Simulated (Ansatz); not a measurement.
# Y: relaxation of cell and atoms

Computed with Ansatz 0.2.0, DFT, PBE, PAW with Ansatz's default frozen-core files, scalar-relativistic.

Command: `ansatz run input.yaml --threads 1 --pin off --max-ram 2048MiB --backend cpu --events-out ev --progress --plain --runs-dir out` The run took 7 s on 1 thread of Arm Neoverse V2, on a shared host.

```yaml
crystal:
  lattice:
    - [0.0, 3.2195088072, 3.2195088072]
    - [3.2195088072, 0.0, 3.2195088072]
    - [3.2195088072, 3.2195088072, 0.0]
  atoms:
    - { symbol: "Y", position: [0.0, 0.0, 0.0] }
    - { symbol: "Y", position: [0.25, 0.25, 0.25] }
kpoints:
  mp_grid: { grid: [9, 9, 9] }
scf:
  occupations: { method: fermi_dirac, width: 0.05 }
hamiltonian:
  xc: pbe
  pseudopotentials: { kind: paw }
output:
  forces: true
  stress: true
relax:
  f_tol: 0.005
  max_steps: 80
  cell: {}
```

The cell is built from the diamond type as a first guess.

The cutoff is 420 eV; energies and pressures of the walk include the program's estimate of the Pulay term.

Each frame lists the cell vectors (Å), then Cartesian positions (Å); symmetry keeps all forces zero. Free energies count from the first step, -7693.1423 eV.

The walk took 4 evaluations in all; steps that aren't listed are left out.

Step 1: E = 0.0 meV, P = 3.85 GPa

```
cell 0.0000 3.2195 3.2195 3.2195 0.0000 3.2195 3.2195 3.2195 0.0000
Y     0.0000    0.0000    0.0000
Y     1.6098    1.6098    1.6098
```

Step 2: E = -181.7 meV, P = 2.23 GPa

```
cell 0.0000 3.3654 3.3654 3.3654 0.0000 3.3654 3.3654 3.3654 0.0000
Y     0.0000    0.0000    0.0000
Y     1.6827    1.6827    1.6827
```

(1) How does the relaxation end?

Answers

(1) It converges, with a = 7.038 Å, b = 7.038 Å, c = 7.038 Å, α = 90.00°, β = 90.00°, γ = 90.00° (conventional cell, space group Fd-3m). The last solve (on a basis chosen afresh for the final cell, so its energy is not quite comparable) gives E = -252.0 meV, P = 0.03 GPa:
```
cell 0.0000 3.5190 3.5190 3.5190 0.0000 3.5190 3.5190 3.5190 0.0000
Y     0.0000    0.0000    0.0000
Y     1.7595    1.7595    1.7595
```
